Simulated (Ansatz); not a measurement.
## An added N started as a split pair with a Si atom in diamond Si, 65 atoms, charge +1

All numbers come from Ansatz (PAW, plane waves, no spin–orbit coupling) at the single k point (¼, ¼, ¼) without its symmetry partners. The atoms were relaxed with PBEsol in a fixed cell; other functionals are single points on those atoms unless said otherwise. The valence top and gap of the host come from its small cell on a dense mesh, with the band extrema sought between the mesh points, lined up by the mean potential, PBEsol gap 0.46 eV, r²SCAN gap 0.76 eV. The charge correction uses an assumed dielectric constant of 11.7.

Cell: a = 10.866 Å, b = 10.866 Å, c = 10.866 Å, α = 90.00°, β = 90.00°, γ = 90.00°.

Nearest atoms after relaxation, from the placed atom (for vacancies from the middle of the vacant sites): Si at 1.66 Å, Si at 1.68 Å, Si at 2.78 Å, Si at 2.81 Å, Si at 3.03 Å, Si at 3.29 Å, Si at 3.33 Å, Si at 3.35 Å.

Chemical potentials μ are those of reference phases of the elements at zero temperature by the same functional (the usual solids, diamond for C, grey Sn, and the molecules H2, N2, O2, F2, Cl2, Br2 and S8).

```tsv
functional	E(defect) − E(host) − Σ nμ + q·E_VBM (eV)	monopole (eV)	alignment (eV)	formation energy at E_F = VBM (eV)	moment (μB)	wall time, shared host
PBEsol	2.03	0.16	-0.05	2.14	0 (no spin)	45 s on NVIDIA H100 (relaxation)
r²SCAN	2.27	0.16	-0.05	2.38	0 (no spin)	12 s on NVIDIA H100
```

How does the monopole term follow by hand for this cubic cell?

q²·α·e²/(4πε₀)/(2εL) with the Madelung constant α = 2.837 and e²/4πε₀ = 14.40 eV·Å: 1 × 2.837 × 14.40 / (2 × 11.7 × 10.866) = 0.16 eV.

r²SCAN one-electron levels near the gap (the ten most localised at most), from the host's valence top, not corrected for the charge's images:

```csv
level (eV),spin,filling,atoms sharing it,element of the atom with most weight
-0.20,both,2.00,56.2,spread
0.04,both,0.00,18.3,N
```

The runs had no spin polarisation though PBEsol leaves holes or close levels at the Fermi level; a state of higher spin may be lower.

One k point and a cell of this size can leave errors of several tenths of an eV in such numbers.
